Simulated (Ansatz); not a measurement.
# CdF2 monolayer (1T) under biaxial strain in the plane of the sheet

Aim: how do the optical modes of CdF2 monolayer (1T) shift and split under this strain?

Main program and level: Ansatz 0.2.0; DFT PBE, scalar-relativistic, plane waves, PAW; PAW set soft_1.

## Step 1: The starting structure

The cell holds 3 atoms: 1 Cd and 2 F. Cell: a = 3.350 Å, b = 3.350 Å, c = 27.600 Å, α = 90.0°, β = 90.0°, γ = 120.0°. Vacuum lies along c. The height across the vacuum is the one that the program set for its solve, not the one typed.

## Step 2: A rough relaxation first

A rough relaxation comes first, because large forces or stress need no tight tolerances yet. The program lengthens the typed cell of 20.0 Å along the normal to 27.6 Å, as its cut-off of the electrostatics needs, and moves no atom.

input.yaml reads:

```yaml
crystal:
  lattice:
    - [3.35, 0.0, 0.0]
    - [-1.675, 2.90119, 0.0]
    - [0.0, 0.0, 20.0]
  atoms:
    - { symbol: Cd, position: [0.0, 0.0, 0.5] }
    - { symbol: F, position: [0.333333, 0.666667, 0.5475] }
    - { symbol: F, position: [0.666667, 0.333333, 0.4525] }
  periodic: [true, true, false]
kpoints:
  mp_grid: { grid: [9, 9, 1] }
hamiltonian:
  xc: pbe
  pseudopotentials: { kind: paw, azcp: { folder: soft_1 } }
scf:
  occupations: { method: gaussian, width: 0.1 }
output:
  forces: true
  stress: true
  eigenvalues: true
relax:
  adjacent_minimum: "off"
  f_tol: 0.05
  max_steps: 80
  cell: { stress_2d_tol: 0.02 }
```

Started as:

```bash
> ansatz run input.yaml --threads 4 --pin off --max-ram 16384MiB --backend cpu --events-out ev --progress --plain --runs-dir out
```

Numbers of over 12 decimals in the logs are rounded to 6 here.

The program printed:

```text
[...]
F+E_penalty+E_count = -9872.03488484 eV   max|allowed force component| = 1.773e-4 eV/Å   (the final SCF, on the basis selected at the relaxed cell)
  cell:  # Å, volume = 301.7457 Å³
    - [3.553045, 0, 0]
    - [-1.776522, 3.077027, 0]
    - [0, 0, 27.6]
  atoms:
    - { symbol: Cd, position: [0, 0, 0.362319] }
    - { symbol: F, position: [0.333333, 0.666667, 0.398355] }
    - { symbol: F, position: [0.666667, 0.333333, 0.326283] }
[key lines of the parts left out:]
SCF converged after 7 iterations
Free energy (F): -9872.034885 eV
Fermi energy:    -6.857424 eV
P = ½ c Tr σ = 0.0129 N/m
```

Run time: 8.9 s. Hardware: 4 threads of Arm Neoverse V2, shared host; peak memory 0.56 GiB.

Relaxation path:

```tsv
step	energy less that of the first step (eV)	largest force component (eV/Å)	volume (Å³)
1	0.0000	1.3893	268.24
2	-0.3284	0.2589	284.87
3	-0.3562	0.0408	293.77
4	-0.3571	0.0115	297.94
5*	-0.3793	0.0132	297.94
6	-0.3799	0.0006	301.12
7	-0.3798	0.0001	301.75
8*	-0.3812	0.0002	301.75
```

Relaxation steps marked * repeat the geometry before them on a plane-wave basis chosen anew for their cell, so energy and pressure can jump there.

Forces are held to the 12 operations that the run works with; a distortion that breaks them can't arise in this run.

```tsv
cell as run	before	after	change
a (Å)	3.350	3.553	+6.1 %
b (Å)	3.350	3.553	+6.1 %
```

The atoms that moved most (Å, along periodic axes as changes of fractional coordinates times the final cell, across vacuum about the mean position):

```tsv
atom	dx	dy	dz	length
F2	0.000	0.000	0.045	0.045
F3	0.000	0.000	-0.045	0.045
```

The relaxed structure:

```xyz
3
Lattice="3.5530 0.0000 0.0000 -1.7765 3.0770 0.0000 0.0000 0.0000 27.6000" Properties=species:S:1:pos:R:3
Cd    0.0000    0.0000   10.0000
F     0.0000    2.0514   10.9946
F     1.7765    1.0257    9.0054
```

Numbers from this step:

* gap on the k-mesh: 3.869 eV
* area per atom: 3.644 Å²

The relaxation ends with a largest force component of 1.8e-4 eV/Å.

## Step 3: Bringing the structure to rest

Harmonic phonons are second derivatives at a point where the forces vanish, and they are wanted at zero stress, so atoms and cell are relaxed first.

input.yaml reads:

```yaml
crystal:
  lattice:
    - [3.5530449904, 0.0, 0.0]
    - [-1.7765224952, 3.0770272225, 0.0]
    - [0.0, 0.0, 27.6]
  atoms:
    - { symbol: Cd, position: [0.0, 0.0, 0.3623188406] }
    - { symbol: F, position: [0.3333333333, 0.6666666667, 0.398354684] }
    - { symbol: F, position: [0.6666666667, 0.3333333333, 0.3262829971] }
  periodic: [true, true, false]
kpoints:
  mp_grid: { grid: [9, 9, 1] }
hamiltonian:
  xc: pbe
  pseudopotentials: { kind: paw, azcp: { folder: soft_1 } }
scf:
  occupations: { method: gaussian, width: 0.02 }
output:
  forces: true
  stress: true
  eigenvalues: true
  write_density: true
  write_potential: true
  elf: true
  volumetric_format: npy
relax:
  adjacent_minimum: "off"
  f_tol: 0.005
  max_steps: 80
  cell: { stress_2d_tol: 0.02 }
```

The program printed:

```text
[...]
Crystal: 3 atoms, lattice volume = 301.746 Å³
Basis set: ecut = 420 eV, 5811 PW (Γ), exchange–correlation on 48×48×384 points (8 copies of the dense FFT grid, shifted against one another)
Bands: 21, of which v1, the nominal top of the filled ones, is band 17 counted from 1 (16 counted from 0)
Symmetry: 12 space group operations
[...]
k-points: 12 of 81
[...]
SCF iter   1: F=—  HF=-9873.900951 eV  |F-HF|=—  |Δ(HF+E_count)|=         —  Δρ=4.53e-2  dr2=6.17e0  ethr=3.10e-3  ⟨swp⟩=9.4  Hψ=1542  notcnv=0
[...]
SCF iter   9: F=-9872.034885 eV  HF=-9872.034885 eV  |F-HF|=4.44e-10  |Δ(HF+E_count)|=  4.73e-10  Δρ=5.42e-7  dr2=7.49e-10  ethr=7.45e-11  ⟨swp⟩=7.3  Hψ=1696  notcnv=0
SCF 1 converged in 9 iterations: F = -9872.034885 eV  dr2 = 7.49e-10
[...]
relax step   1: F+E_penalty+E_count = -9872.03488484 eV  Δ(F+E_penalty+E_count) = +0.000e0 eV  max|allowed force component| = 1.731e-4 eV/Å  Δτ_max = 0.0000 Å  P = +0.013 N/m  Ω = 301.746 Å³  fix = [c, alpha, beta]  reactions: c +0.000 N/m  (9 SCF iters, dr2 threshold 1.00e-7 eV, accepted)
[...]
SCF iter   6: F=-9872.034885 eV  HF=-9872.034885 eV  |F-HF|=1.46e-11  |Δ(HF+E_count)|=  1.09e-11  Δρ=2.44e-8  dr2=9.16e-13  ethr=1.00e-12  ⟨swp⟩=5.1  Hψ=1154  notcnv=0
SCF 2 converged in 6 iterations: F = -9872.034885 eV  dr2 = 9.16e-13
relax step   2: F+E_penalty+E_count = -9872.03488484 eV  Δ(F+E_penalty+E_count) = -3.856e-10 eV  max|allowed force component| = 1.772e-4 eV/Å  Δτ_max = 0.0000 Å  P = +0.013 N/m  Ω = 301.746 Å³  fix = [c, alpha, beta]  reactions: c +0.000 N/m  stress off target by 1.29e-2 N/m on what of the cell is left free  SCF on the basis re-selected at this cell (its energy is not comparable with the rows above)  (6 SCF iters)
[...]
WARN: The output density's exchange-correlation potential varies sharply where the density is thin. Do not read a vacuum level from v_tot or v_xc, or from such a field of the output density. On a cell that repeats whose density bears no net charge and no dipole along the vacuum's axis use v_es (v_loc + v_h of the components); under efield.dipole_correction with no amplitude use v_es + v_field, which holds any externa [...]
SCF converged after 6 iterations
Free energy (F): -9872.034885 eV
[...]
Internal energy: -9872.034885 eV  (E = F + TS)
E sigma→0 (E₀):  -9872.034885 eV
Fermi energy:    -6.858288 eV
[...]
--- Forces (eV/Å), atoms counted from 1 ---
  atom   1  Cd     0.00000000     0.00000000     0.00000000
  atom   2  F      0.00000000    -0.00000000     0.00017721
  atom   3  F      0.00000000     0.00000000    -0.00017721
  max |Σ_I F_I| component: 1.16e-18 eV/Å
--- 2D stress c σ (N/m, compression-positive) ---
        0.012861       0.000000       0.000000
        0.000000       0.012861       0.000000
        0.000000       0.000000       0.000000
  P = ½ c Tr σ = 0.0129 N/m
--- Band table (eV; the first three rows and the last of 12) ---
  k-point 0: bands = [... 13 lower, -9.9422, -9.5943, -8.7928, -8.7928, -4.9238, -1.5246 (-1.5246°), -0.0904, 0.2120]
  k-point 1: bands = [... 13 lower, -9.9137, -9.5441, -8.9522, -8.8184, -4.5847, -1.2888 (-1.2888°), 0.0924, 0.4154]
  k-point 2: bands = [... 13 lower, -10.0795, -9.4679, -9.2453, -8.8488, -3.7147, -0.6544 (-0.6545°), 0.6308, 1.0159]
  k-point 11: bands = [... 13 lower, -10.5244, -10.2467, -9.0494, -9.0494, -0.9966, 2.0932, 2.3045, 2.3045]
  ° read free of the cell's end (the report's vacuum.weakly_bound_levels)
--- Relaxed structure (1 steps of the walk, 1 accepted, 1 SCFs on fresh bases) ---
[...]
cell:  # Å, volume = 301.7457 Å³
    - [3.553045, 0.0, 0.0]
    - [-1.776522, 3.077027, 0.0]
    - [0.0, 0.0, 27.6]
  atoms:
    - { symbol: Cd, position: [0.0, 0.0, 0.362319] }
    - { symbol: F, position: [0.333333, 0.666667, 0.398355] }
    - { symbol: F, position: [0.666667, 0.333333, 0.326283] }
```

The job ended after 2.9 s (4 threads; peak memory 0.57 GiB; 10 s of CPU time).

Little changed from the start: no atom moved by 0.005 Å and no cell edge by 0.1 %.

Valence density in the ac plane at fractional y = 0.000, with atoms of Cd within 0.2 Å of it. It is the smooth field of the valence electrons, not physical close to the nuclei.

Ten steps, logarithmic in the rise over the least value, from '0' (0 e/Å³) to '9' (15 e/Å³), each cell a mean:
```
00000000000000
00000000000000
00000000000000
00000000000000
00000000000000
00000000000000
00000000000000
00000000000000
00000000000000
00000000000000
00000000000000
00000000000000
00000000000000
00000000000000
76531111112357
99752111113589
11000011100011
00000000000000
00000000000000
00000000000000
00000000000000
00000000000000
00000000000000
00000000000000
```
Columns run along a (3.6 Å), rows up along c (27.6 Å). Atoms in or near the plane, at fractional coordinates: Cd at (0.00, 0.36).

Electrostatic potential energy in the ac plane at fractional y = 0.000, with atoms of Cd within 0.2 Å of it. With pseudopotentials it is smooth inside the atoms' cores, unlike the true potential.

Values in eV, 24 rows by 14 columns, each cell a mean:
```
  0   0   0   0   0   0   0   0   0   0   0   0   0   0
  0   0   0   0   0   0   0   0   0   0   0   0   0   0
  0   0   0   0   0   0   0   0   0   0   0   0   0   0
  0   0   0   0   0   0   0   0   0   0   0   0   0   0
  0   0   0   0   0   0   0   0   0   0   0   0   0   0
  0   0   0   0   0   0   0   0   0   0   0   0   0   0
  0   0   0   0   0   0   0   0   0   0   0   0   0   0
  0   0   0   0   0   0   0   0   0   0   0   0   0   0
  0   0   0   0   0   0   0   0   0   0   0   0   0   0
  0   0   0   0   0   0   0   0   0   0   0   0   0   0
  0   0   0   0   0   0   0   0   0   0   0   0   0   0
  0   0   0   0   0   0   0   0   0   0   0   0   0   0
  0   0   0   0   0   0   0   0   0   0   0   0   0   0
 -2  -2  -1  -1  -1   0   0   0   0   0  -1  -1  -2  -2
-15 -14 -13 -11  -6  -4  -3  -2  -3  -4  -7 -12 -13 -14
-18 -18 -18 -16 -11  -5  -3  -3  -4  -6 -13 -17 -18 -18
 -6  -6  -4  -3  -2  -1  -1  -1  -1  -1  -2  -3  -5  -6
  0   0   0   0   0   0   0   0   0   0   0   0   0   0
  0   0   0   0   0   0   0   0   0   0   0   0   0   0
  0   0   0   0   0   0   0   0   0   0   0   0   0   0
  0   0   0   0   0   0   0   0   0   0   0   0   0   0
  0   0   0   0   0   0   0   0   0   0   0   0   0   0
  0   0   0   0   0   0   0   0   0   0   0   0   0   0
  0   0   0   0   0   0   0   0   0   0   0   0   0   0
```
Columns run along a (3.6 Å; values clipped at the 3rd and 97th percentile), rows up along c (27.6 Å). Atoms in or near the plane, at fractional coordinates: Cd at (0.00, 0.36).

ELF in the ac plane at fractional y = 0.000, with atoms of Cd within 0.2 Å of it. It is the smooth field of the valence electrons, not physical close to the nuclei.

Ten even steps from '_' (0.00) to '@' (0.70), each cell a mean:
```
____________________________
____________________________
____________________________
____________________________
____________________________
____________________________
____________________________
____________________________
____________________________
____________________________
____________________________
____________________________
____________________________
__________..::::::..________
++==--::..::--==--::..::--==
@@%%++--......::....::==**@@
....____..::======::______..
____________________________
____________________________
____________________________
____________________________
____________________________
____________________________
____________________________
```
Columns run along a (3.6 Å), rows up along c (27.6 Å). Atoms in or near the plane, at fractional coordinates: Cd at (0.00, 0.36).

## Step 4: Tight relaxation

Phonons need small forces and stress, so the relaxation is finished with tight tolerances on 9×9×1 k points.

input.yaml, as its differences from that of step 3:

```diff
@@ -16,3 +16,3 @@
 scf:
-  occupations: { method: gaussian, width: 0.02 }
+  occupations: { method: fixed }
 output:
@@ -27,4 +27,4 @@
   adjacent_minimum: "off"
-  f_tol: 0.005
-  max_steps: 80
-  cell: { stress_2d_tol: 0.02 }
+  f_tol: 0.001
+  max_steps: 60
+  cell: { stress_2d_tol: 0.002 }
```

The program printed:

```text
[...]
Crystal: 3 atoms, lattice volume = 301.746 Å³
Basis set: ecut = 420 eV, 5811 PW (Γ), exchange–correlation on 48×48×384 points (8 copies of the dense FFT grid, shifted against one another)
Bands: 21, of which v1, the nominal top of the filled ones, is band 17 counted from 1 (16 counted from 0)
Symmetry: 12 space group operations
[...]
k-points: 12 of 81
[...]
° read free of the cell's end (the report's vacuum.weakly_bound_levels)
--- Relaxed structure (3 steps of the walk, 3 accepted, 1 SCFs on fresh bases) ---
[...]
cell:  # Å, volume = 301.8626 Å³
    - [3.553733, 0.0, 0]
    - [-1.776866, 3.077623, 0]
    - [0, 0, 27.6]
  atoms:
    - { symbol: Cd, position: [0, 0, 0.362319] }
    - { symbol: F, position: [0.333333, 0.666667, 0.398341] }
    - { symbol: F, position: [0.666667, 0.333333, 0.326297] }
[key lines of the parts left out:]
SCF converged after 7 iterations
Free energy (F): -9872.034883 eV
Fermi energy:    -8.792118 eV
P = ½ c Tr σ = 0.0001 N/m
```

It took 4.8 s on 4 threads; peak memory 0.57 GiB.

Little changed from the start: no atom moved by 0.005 Å and no cell edge by 0.1 %.

Numbers from this step:

* area per atom: 3.646 Å²

ELF in the ac plane at fractional y = 0.333, with atoms of F within 0.2 Å of it. It is the smooth field of the valence electrons, not physical close to the nuclei.

Values, 24 rows by 14 columns, each cell a mean:
```
0.00 0.00 0.00 0.00 0.00 0.00 0.00 0.00 0.00 0.00 0.00 0.00 0.00 0.00
0.00 0.00 0.00 0.00 0.00 0.00 0.00 0.00 0.00 0.00 0.00 0.00 0.00 0.00
0.00 0.00 0.00 0.00 0.00 0.00 0.00 0.00 0.00 0.00 0.00 0.00 0.00 0.00
0.00 0.00 0.00 0.00 0.00 0.00 0.00 0.00 0.00 0.00 0.00 0.00 0.00 0.00
0.00 0.00 0.00 0.00 0.00 0.00 0.00 0.00 0.00 0.00 0.00 0.00 0.00 0.00
0.00 0.00 0.00 0.00 0.00 0.00 0.00 0.00 0.00 0.00 0.00 0.00 0.00 0.00
0.00 0.00 0.00 0.00 0.00 0.00 0.00 0.00 0.00 0.00 0.00 0.00 0.00 0.00
0.00 0.00 0.00 0.00 0.00 0.00 0.00 0.00 0.00 0.00 0.00 0.00 0.00 0.00
0.00 0.00 0.00 0.00 0.00 0.00 0.00 0.00 0.00 0.00 0.00 0.00 0.00 0.00
0.00 0.00 0.00 0.00 0.00 0.00 0.00 0.00 0.00 0.00 0.00 0.00 0.00 0.00
0.00 0.00 0.00 0.00 0.00 0.00 0.00 0.00 0.00 0.00 0.00 0.00 0.00 0.00
0.00 0.00 0.00 0.00 0.00 0.00 0.00 0.00 0.00 0.00 0.00 0.00 0.00 0.00
0.00 0.01 0.01 0.01 0.00 0.00 0.00 0.00 0.00 0.00 0.00 0.00 0.00 0.00
0.09 0.13 0.15 0.15 0.11 0.06 0.03 0.01 0.00 0.00 0.00 0.01 0.02 0.04
0.12 0.16 0.18 0.17 0.13 0.09 0.05 0.03 0.02 0.03 0.03 0.03 0.04 0.07
0.09 0.12 0.14 0.13 0.10 0.11 0.26 0.49 0.59 0.60 0.60 0.54 0.37 0.17
0.11 0.04 0.02 0.03 0.07 0.25 0.53 0.71 0.73 0.70 0.71 0.73 0.63 0.40
0.02 0.00 0.00 0.00 0.01 0.03 0.07 0.13 0.16 0.18 0.17 0.14 0.10 0.05
0.00 0.00 0.00 0.00 0.00 0.00 0.00 0.00 0.00 0.00 0.00 0.00 0.00 0.00
0.00 0.00 0.00 0.00 0.00 0.00 0.00 0.00 0.00 0.00 0.00 0.00 0.00 0.00
0.00 0.00 0.00 0.00 0.00 0.00 0.00 0.00 0.00 0.00 0.00 0.00 0.00 0.00
0.00 0.00 0.00 0.00 0.00 0.00 0.00 0.00 0.00 0.00 0.00 0.00 0.00 0.00
0.00 0.00 0.00 0.00 0.00 0.00 0.00 0.00 0.00 0.00 0.00 0.00 0.00 0.00
0.00 0.00 0.00 0.00 0.00 0.00 0.00 0.00 0.00 0.00 0.00 0.00 0.00 0.00
```
Columns run along a (3.6 Å), rows up along c (27.6 Å). Atoms in or near the plane, at fractional coordinates: F at (0.67, 0.33).

Electrostatic potential energy in the ac plane at fractional y = 0.333, with atoms of F within 0.2 Å of it. With pseudopotentials it is smooth inside the atoms' cores, unlike the true potential.

Ten even steps from '_' (-7.7 eV) to '@' (0.1 eV), each cell a mean:
```
@@@@@@@@@@@@@@@@@@@@@@@@@@@@
@@@@@@@@@@@@@@@@@@@@@@@@@@@@
@@@@@@@@@@@@@@@@@@@@@@@@@@@@
@@@@@@@@@@@@@@@@@@@@@@@@@@@@
@@@@@@@@@@@@@@@@@@@@@@@@@@@@
@@@@@@@@@@@@@@@@@@@@@@@@@@@@
@@@@@@@@@@@@@@@@@@@@@@@@@@@@
@@@@@@@@@@@@@@@@@@@@@@@@@@@@
@@@@@@@@@@@@@@@@@@@@@@@@@@@@
@@@@@@@@@@@@@@@@@@@@@@@@@@@@
@@@@@@@@@@@@@@@@@@@@@@@@@@@@
@@@@@@@@@@@@@@@@@@@@@@@@@@@@
@@@@@@@@@@@@@@@@@@@@@@@@@@@@
@@@@@@@@@@@@@@@@@@@@@@@@@@@@
==--::::--++++##########**++
..________::==--::::::::----
##########%%##--::::::--++##
@@@@@@@@@@@@@@@@@@@@@@@@@@@@
@@@@@@@@@@@@@@@@@@@@@@@@@@@@
@@@@@@@@@@@@@@@@@@@@@@@@@@@@
@@@@@@@@@@@@@@@@@@@@@@@@@@@@
@@@@@@@@@@@@@@@@@@@@@@@@@@@@
@@@@@@@@@@@@@@@@@@@@@@@@@@@@
@@@@@@@@@@@@@@@@@@@@@@@@@@@@
```
Columns run along a (3.6 Å; values clipped at the 3rd and 97th percentile), rows up along c (27.6 Å). Atoms in or near the plane, at fractional coordinates: F at (0.67, 0.33).

Valence density in the ac plane at fractional y = 0.333, with atoms of F within 0.2 Å of it. It is the smooth field of the valence electrons, not physical close to the nuclei.

Values in units of 1e0 e/Å³, 24 rows by 14 columns, each cell a mean:
```
0.0 0.0 0.0 0.0 0.0 0.0 0.0 0.0 0.0 0.0 0.0 0.0 0.0 0.0
0.0 0.0 0.0 0.0 0.0 0.0 0.0 0.0 0.0 0.0 0.0 0.0 0.0 0.0
0.0 0.0 0.0 0.0 0.0 0.0 0.0 0.0 0.0 0.0 0.0 0.0 0.0 0.0
0.0 0.0 0.0 0.0 0.0 0.0 0.0 0.0 0.0 0.0 0.0 0.0 0.0 0.0
0.0 0.0 0.0 0.0 0.0 0.0 0.0 0.0 0.0 0.0 0.0 0.0 0.0 0.0
0.0 0.0 0.0 0.0 0.0 0.0 0.0 0.0 0.0 0.0 0.0 0.0 0.0 0.0
0.0 0.0 0.0 0.0 0.0 0.0 0.0 0.0 0.0 0.0 0.0 0.0 0.0 0.0
0.0 0.0 0.0 0.0 0.0 0.0 0.0 0.0 0.0 0.0 0.0 0.0 0.0 0.0
0.0 0.0 0.0 0.0 0.0 0.0 0.0 0.0 0.0 0.0 0.0 0.0 0.0 0.0
0.0 0.0 0.0 0.0 0.0 0.0 0.0 0.0 0.0 0.0 0.0 0.0 0.0 0.0
0.0 0.0 0.0 0.0 0.0 0.0 0.0 0.0 0.0 0.0 0.0 0.0 0.0 0.0
0.0 0.0 0.0 0.0 0.0 0.0 0.0 0.0 0.0 0.0 0.0 0.0 0.0 0.0
0.0 0.0 0.0 0.0 0.0 0.0 0.0 0.0 0.0 0.0 0.0 0.0 0.0 0.0
0.0 0.0 0.0 0.0 0.0 0.0 0.0 0.0 0.0 0.0 0.0 0.0 0.0 0.0
0.2 0.2 0.3 0.3 0.2 0.1 0.1 0.0 0.0 0.0 0.0 0.0 0.1 0.1
0.2 0.3 0.3 0.3 0.2 0.2 0.3 0.9 2.2 3.4 2.9 1.3 0.5 0.2
0.1 0.0 0.0 0.0 0.1 0.1 0.3 1.3 3.6 5.7 4.8 2.0 0.6 0.2
0.0 0.0 0.0 0.0 0.0 0.0 0.0 0.0 0.0 0.0 0.0 0.0 0.0 0.0
0.0 0.0 0.0 0.0 0.0 0.0 0.0 0.0 0.0 0.0 0.0 0.0 0.0 0.0
0.0 0.0 0.0 0.0 0.0 0.0 0.0 0.0 0.0 0.0 0.0 0.0 0.0 0.0
0.0 0.0 0.0 0.0 0.0 0.0 0.0 0.0 0.0 0.0 0.0 0.0 0.0 0.0
0.0 0.0 0.0 0.0 0.0 0.0 0.0 0.0 0.0 0.0 0.0 0.0 0.0 0.0
0.0 0.0 0.0 0.0 0.0 0.0 0.0 0.0 0.0 0.0 0.0 0.0 0.0 0.0
0.0 0.0 0.0 0.0 0.0 0.0 0.0 0.0 0.0 0.0 0.0 0.0 0.0 0.0
```
Columns run along a (3.6 Å), rows up along c (27.6 Å). Atoms in or near the plane, at fractional coordinates: F at (0.67, 0.33).

The largest force component left is 0.20 meV/Å, within the tolerances set.

(Part 1 of 2 ends here.)

[Logs are printed without paths, hosts, clocks, repeated set-up lines and the standing remarks that a program may print on its own settings, such as how far it seeks lower states.]

[Hosts, paths, dates, database ids (printed as entryN), source tags and the programs' standing remarks are cut or masked in the printed files.]
